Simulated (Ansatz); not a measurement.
**AlP (F-43m) from LDA to hybrids**

All numbers come from Ansatz 0.2.0. The values are computed, spin-unpolarised, and not measurements.

A 2-atom cell of AlP started from a crystallographic database, relaxed with r2SCAN. It is cubic, F-43m (No. 216); conventional cell a = 5.479 Å, 20.55 Å³ an atom. Al is surrounded by 4 P at 2.37 Å; P is surrounded by 4 Al at 2.37 Å.

Relaxed lattice by functional, symmetry kept:

| functional | k mesh | a (Å) | volume (Å³/atom) |
| --- | --- | --- | --- |
| PBE | 8×8×8 | 5.507 | 20.87 |
| r2SCAN | 8×8×8 | 5.479 | 20.55 |
| PBEsol | 8×8×8 | 5.470 | 20.46 |
| LDA | 8×8×8 | 5.434 | 20.06 |
| HSE06 | 6×6×6 | 5.477 | 20.53 |

Band edges at fixed r2SCAN geometry:
```json
{"level": "LDA", "k mesh": "8×8×8", "gap (eV)": "1.47", "kind": "indirect", "edges": "Γ → X", "least direct gap (eV)": "3.02", "rough cost": "2.8 core-seconds"}
{"level": "PBE", "k mesh": "8×8×8", "gap (eV)": "1.60", "kind": "indirect", "edges": "Γ → X", "least direct gap (eV)": "3.22", "rough cost": "4 core-seconds"}
{"level": "r2SCAN", "k mesh": "8×8×8", "gap (eV)": "1.93", "kind": "indirect", "edges": "Γ → X", "least direct gap (eV)": "3.91", "rough cost": "7 core-seconds"}
{"level": "HSE06", "k mesh": "6×6×6", "gap (eV)": "2.28", "kind": "indirect", "edges": "Γ → X", "least direct gap (eV)": "4.16", "rough cost": "100 core-seconds"}
{"level": "DDH-PBE0", "k mesh": "6×6×6", "gap (eV)": "2.26", "kind": "indirect", "edges": "Γ → X", "least direct gap (eV)": "4.00", "rough cost": "110 core-seconds"}
{"level": "PBE0", "k mesh": "6×6×6", "gap (eV)": "2.96", "kind": "indirect", "edges": "Γ → X", "least direct gap (eV)": "4.83", "rough cost": "100 core-seconds"}
{"level": "r2SCAN0", "k mesh": "6×6×6", "gap (eV)": "3.15", "kind": "indirect", "edges": "Γ → X", "least direct gap (eV)": "5.21", "rough cost": "2 core-minutes"}
{"level": "Hartree-Fock", "k mesh": "6×6×6", "gap (eV)": "7.84", "kind": "indirect", "edges": "Γ → X", "least direct gap (eV)": "10.47", "rough cost": "120 core-seconds"}
{"level": "G0W0@PBE (122 empty bands, 120 eV, 4×4×4)", "k mesh": "4×4×4", "gap (eV)": "2.29", "kind": "–", "edges": "Γ → X (mesh)", "least direct gap (eV)": "–", "rough cost": "24 core-seconds"}
{"level": "G0W0@PBE (304 empty bands, 220 eV, 4×4×4)", "k mesh": "4×4×4", "gap (eV)": "2.38", "kind": "–", "edges": "Γ → X (mesh)", "least direct gap (eV)": "–", "rough cost": "3 core-minutes"}
```
PBE: smearing of 0.02 eV; the others have fixed occupations.
Wave cutoffs: 420 eV, 500 eV (r2SCAN, r2SCAN0).
The G0W0 gap is PBE's gap over the path plus the quasiparticle shift read on the mesh. No extrapolation in bands, cutoff or mesh was made for G0W0.
Costs come from shared machines and give only the order; PBE's includes the band path.

The HSE06 gap is indirect, 2.28 eV (Γ to X), below the direct gap of 4.16 eV at Γ.

Taking G0W0@PBE (304 empty bands, 220 eV, 4×4×4), 2.38 eV, as the yardstick (a computed one, not at the basis limit), HSE06 comes nearest, -0.10 eV off, at about 15 times r2SCAN's cost; G0W0 itself took about 26 times r2SCAN's cost. The others: DDH-PBE0 -0.12, r2SCAN -0.45, PBE0 +0.58, r2SCAN0 +0.77, PBE -0.78, LDA -0.91, Hartree-Fock +5.46 eV. The yardstick still moved by +0.09 eV in its last step of bands and cutoff, so this order can change. r2SCAN covers 48 % of the step from PBE to HSE06, while HSE06 needs about 15 times r2SCAN's cost (on a coarser mesh). Among these functionals the gap stays indirect.

On the PBEsol cell (a = 5.470 Å), with PBEsol: The optical mode at Γ lies at 434 cm⁻¹ without the longitudinal term. With the long-range field the highest mode reaches 489 cm⁻¹. The program warns that the force constants, and all that is formed from them, aren't settled on this k mesh. The clamped-ion dielectric constant comes out as 8.31 in all directions. With the ions relaxed, ε⁰ is 10.5 in all directions. Born charges, averaged over directions: Al +2.23, P -2.23 e.

The meshes of the hybrids are coarse, so their gaps aren't converged to the digits shown.
